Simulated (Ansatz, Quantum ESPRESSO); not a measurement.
# Evanescent states of CaSe, rock salt type, lattice constant set to 5.87 Å, part 2 of 2

Wanted: the complex band structure of CaSe, rock salt type, lattice constant set to 5.87 Å, as for a tunnel barrier.

Quantum ESPRESSO 7.5; plane-wave DFT, LDA, PseudoDojo norm-conserving pseudopotentials; cross-check by Ansatz 0.2.0 with PAW datasets.

So far. Step 2 (Self-consistent run): The run needed 9 iterations to bring the estimated error under 1e-09 Ry.

The structure was built from a prototype and need not be the compound's stable phase.

### 6. The same in Ansatz

As a check, the same structure is run in Ansatz.

Level of this step: plane-wave DFT, LDA, Ansatz PAW (Ansatz 0.2.0).

File input.yaml:

```yaml
crystal:
  lattice:
    - [4.1507168056, 0.0, 0.0]
    - [0.0, 4.1507168056, 0.0]
    - [0.0, 0.0, 5.87]
  atoms:
    - { symbol: Ca, position: [0.0, 0.0, 0.0] }
    - { symbol: Se, position: [0.5, 0.5, 0.0] }
    - { symbol: Ca, position: [0.5, 0.5, 0.5] }
    - { symbol: Se, position: [0.0, 0.0, 0.5] }
kpoints:
  mp_grid: { grid: [6, 6, 6] }
hamiltonian:
  xc: lda
scf:
  occupations: { method: fixed }
  convergence: { dr2_threshold: 1.0e-09 }
output:
  transmission:
    leads: [[0, 0]]
    kpoints: [[0, 0], [0.5, 0], [0.5, 0.5], [0.25, 0]]
    e_range: [-1.92, 7.44]
    de: 0.24
```

Command:

```sh
$ ansatz run input.yaml --threads 2 --pin off --max-ram 4096MiB --backend cpu --events-out ev --progress --plain --runs-dir out
```

The job ended after 11 s (2 threads of AMD EPYC 9R45, shared host; peak memory 0.53 GiB; 15 s of CPU time).

Numbers from this step:

```
free energy                                      : -14320.1553 eV
symmetry operations                              : 32
slowest decay at the grid energy nearest mid-gap : 0.1648 Å⁻¹
peak of the smallest κ at the zone centre        : 0.1781 Å⁻¹
energy of the peak at the zone centre            : 1.68 eV
peak of the smallest κ at (1/2, 0)               : 0.5359 Å⁻¹
peak of the smallest κ at (1/2, 1/2)             : 0.2468 Å⁻¹
peak of the smallest κ at (1/4, 0)               : 0.3521 Å⁻¹
valence top, on the run's zero                   : 7.078 eV
```

K across = (0, 0) in the cell's reciprocal vectors; values within 0.0025 1/Å of each other count once, columns are sorted by size at each energy, a dash where no further value was kept. The Im kz of the slowest decaying states by energy, zero at the highest filled level of the SCF mesh:

```
energy (eV)  decay 1 (Å⁻¹)  decay 2 (Å⁻¹)  decay 3 (Å⁻¹)
      -1.92          0.401          0.826           1.09
      -1.44          0.443          0.711           1.02
      -0.96          0.464          0.810          0.951
      -0.48          0.475          0.871          0.876
      -0.24          0.477          0.828          0.890
       0.00        0.00253          0.478          0.782
       0.24         0.0973          0.217          0.477
       0.72          0.151          0.319          0.471
       1.20          0.173          0.351          0.461
       1.68          0.178          0.229          0.352
       2.16          0.169          0.330          0.427
       2.64          0.142          0.285          0.402
       2.88          0.116          0.252          0.388
       3.36          0.141          0.354          0.375
       3.84          0.174          0.217          0.312
       4.32          0.254          0.324          0.694
       4.80          0.147          0.380          0.633
       5.28          0.151          0.366          0.413
       5.76          0.171          0.419          0.430
       6.00          0.191          0.207          0.434
       6.48          0.330          0.342          0.434
       6.96          0.377          0.383          0.426
       7.44          0.389          0.409          0.737
```

K across = (0, 0) in the cell's reciprocal vectors. Table of Re kz of states that move upwards by energy, zero at the highest filled level of the SCF mesh:

```
energy (eV)  channel 1 (Å⁻¹)  channel 2 (Å⁻¹)  channel 3 (Å⁻¹)  channel 4 (Å⁻¹)  channel 5 (Å⁻¹)
      -1.92           -0.450                -                -                -                -
      -1.44           -0.342                -                -                -                -
      -0.96           -0.251           0.0548           0.0548                -                -
      -0.48           -0.419           -0.419           -0.160                -                -
       0.00                -                -                -                -                -
       0.48                -                -                -                -                -
       0.96                -                -                -                -                -
       1.44                -                -                -                -                -
       1.92            0.191                -                -                -                -
       2.40            0.477                -                -                -                -
       2.88           -0.398                -                -                -                -
       3.12           -0.302                -                -                -                -
       3.60           0.0769           0.0769            0.187                -                -
       4.08            0.257            0.257            0.409                -                -
       4.56           -0.526           -0.459            0.150            0.375            0.375
       5.04            0.221            0.487            0.487                -                -
       5.52           -0.451           -0.451            0.277                -                -
       6.00           0.0409            0.328                -                -                -
       6.48            0.256            0.377                -                -                -
       6.96            0.334            0.425                -                -                -
       7.44            0.397            0.473                -                -                -
```

K across = (1/2, 0) in the cell's reciprocal vectors; values within 0.0025 1/Å of each other count once, columns are sorted by size at each energy, a dash where no further value was kept. The Im kz of the slowest decaying states by energy, zero at the highest filled level of the SCF mesh:

```
energy (eV)  decay 1 (Å⁻¹)  decay 2 (Å⁻¹)  decay 3 (Å⁻¹)
      -1.92          0.196          0.682          0.751
      -1.68          0.137          0.592          0.702
      -1.20         0.0797          0.227          0.540
      -0.96          0.459           1.46              -
      -0.72          0.492          0.548           1.43
      -0.24          0.524          0.621           1.38
       0.00          0.532          0.638           1.35
       0.24          0.535          0.648           1.33
       0.72          0.534          0.653           1.27
       0.96          0.530          0.650           1.25
       1.20          0.523          0.644           1.22
       1.68          0.504          0.624           1.16
       1.92          0.492          0.611           1.12
       2.16          0.477          0.595           1.09
       2.64          0.439          0.557           1.02
       2.88          0.416          0.533          0.987
       3.36          0.356          0.476          0.909
       3.60          0.316          0.441          0.866
       3.84          0.265          0.400          0.821
       4.32          0.287          0.715           1.44
       4.56          0.142          0.194          0.651
       4.80         0.0366          0.174          0.570
       5.28          0.106          0.160           1.31
       5.52          0.117          0.322           1.28
       5.76          0.188          0.456           1.24
       6.24          0.242          0.561           1.15
       6.48          0.161          0.250          0.591
       6.72          0.230          0.252          0.615
       7.20          0.237          0.296          0.656
       7.44          0.246          0.312          0.575
```

K across = (1/2, 1/2) in the cell's reciprocal vectors; values within 0.0025 1/Å of each other count once, columns are sorted by size at each energy, a dash where no further value was kept. Table of Im kz of the slowest decaying states by energy, zero at the highest filled level of the SCF mesh:

```
energy (eV)  decay 1 (Å⁻¹)  decay 2 (Å⁻¹)  decay 3 (Å⁻¹)
      -1.92          0.163           1.19              -
      -1.44           1.19              -              -
      -0.96         0.0190           1.18              -
      -0.48          0.203          0.213           1.17
      -0.24          0.229          0.247           1.17
       0.00          0.242          0.271           1.16
       0.24          0.247          0.288           1.15
       0.72          0.234          0.309           1.13
       1.20          0.193          0.318           1.11
       1.68         0.0990          0.318           1.08
       2.16          0.311           1.06           1.12
       2.64          0.297           1.02           1.04
       2.88          0.287          0.993           1.00
       3.36          0.262          0.894          0.964
       3.84          0.227          0.774          0.919
       4.32          0.177          0.614          0.868
       4.80         0.0895          0.336          0.808
       5.28          0.175          0.736           1.10
       5.76          0.643          0.857           1.33
       6.00         0.0613         0.0900          0.522
       6.48          0.403          0.447          0.958
       6.96          0.410          0.565           1.03
       7.44          0.398          0.636           1.06
```

K across = (1/4, 0) in the cell's reciprocal vectors; values within 0.0025 1/Å of each other count once, columns are sorted by size at each energy, a dash where no further value was kept. Table of Im kz of the slowest decaying states by energy, zero at the highest filled level of the SCF mesh:

```
energy (eV)  decay 1 (Å⁻¹)  decay 2 (Å⁻¹)  decay 3 (Å⁻¹)
      -1.92          0.758          0.820           1.19
      -1.68          0.691          0.792           1.15
      -1.44          0.122          0.601          0.773
      -1.20          0.186          0.303          0.543
      -0.96          0.222          0.705          0.780
      -0.72          0.240          0.661          0.756
      -0.48          0.156          0.220          0.224
      -0.24          0.265          0.340          0.595
       0.00          0.302          0.399          0.578
       0.24          0.326          0.434          0.564
       0.72          0.348          0.468          0.539
       0.96          0.352          0.473          0.527
       1.20          0.352          0.473          0.515
       1.44          0.348          0.468          0.501
       1.68          0.340          0.460          0.486
       1.92          0.330          0.447          0.468
       2.16          0.315          0.431          0.446
       2.40          0.297          0.410          0.417
       2.64          0.274          0.375          0.385
       2.88          0.245          0.299          0.355
       3.12          0.207          0.317          0.518
       3.36          0.149          0.269          0.491
       3.60          0.203          0.470          0.657
       3.84         0.0334         0.0812          0.161
       4.08          0.169          0.426          0.602
       4.32         0.0936          0.398          0.535
       4.56          0.366          0.409          0.531
       4.80          0.326          0.420          0.486
       5.28          0.202          0.358          0.373
       5.52          0.123          0.229          0.290
       5.76          0.126          0.421           1.46
       6.00          0.191          0.213          0.216
       6.24         0.0693          0.271          0.277
       6.48          0.298          0.314          0.494
       6.72          0.159          0.311          0.333
       6.96          0.234          0.315          0.343
       7.20          0.283          0.312          0.347
       7.44          0.307          0.321          0.346
```

### 7. A check by hand

T falls as exp(−2κd). With κ = 0.162 1/Å, 10 Å of barrier pass exp(−2 × 0.162 × 10) = 0.039 of that channel, interfaces aside.

### 8. Summary of results

```yaml
gap_on_the_scf_mesh: 1.82 eV
smallest_kappa_at_mid_gap_among_the_four_k_points_at_the_zone_centre: 0.162 Å⁻¹
peak_of_the_smallest_kappa_in_the_stop_band_at_the_zone_centre: 0.178 Å⁻¹
peak_of_the_smallest_kappa_in_the_stop_band_at_1_over_2_0: 0.536 Å⁻¹
peak_of_the_smallest_kappa_in_the_stop_band_at_1_over_2_1_over_2: 0.247 Å⁻¹
peak_of_the_smallest_kappa_in_the_stop_band_at_1_over_4_0: 0.352 Å⁻¹
energy_of_the_peak_at_the_zone_centre_over_the_highest_filled_level: 1.44 eV
peak_at_the_zone_centre_by_ansatz: 0.178 Å⁻¹
```

In words: With a gap of 1.82 eV on the mesh, the smallest κ at mid-gap among the four k points, at the zone centre is 0.162 Å⁻¹ (LDA, PseudoDojo norm-conserving). For a barrier with the Fermi level at mid-gap the slowest state found, at the zone centre, loses a factor of ten in probability every 7.1 Å or so. Stop bands away from the zone centre are mostly wider than the gap, so their peaks can lie above the conduction bottom. At the zone centre pwcond's peak is 0.178 and Ansatz's 0.178 1/Å, 0 % apart. The cell is the a/√2 one, turned by 45°, with two primitive cells, so X along [001] folds onto kz = 0. A semilocal gap is too small, often by a third to a half and by more in narrow-gap crystals, so real barriers decay faster. Spin-orbit coupling is left out; depending on the atoms that carry the levels of interest, it can split and shift them by tens to hundreds of meV.

[Logs are printed without paths, hosts, clocks, repeated set-up lines and the standing remarks that a program may print on its own settings, such as how far it seeks lower states.]

[Hosts, paths, dates, database ids (printed as entryN), source tags and the programs' standing remarks are cut or masked in the printed files.]

[Maps of the electrostatic potential energy from Ansatz leave out the sawtooth potential of an applied field or a dipole correction, so their vacuum need not be flat; planar profiles and work functions include it.]
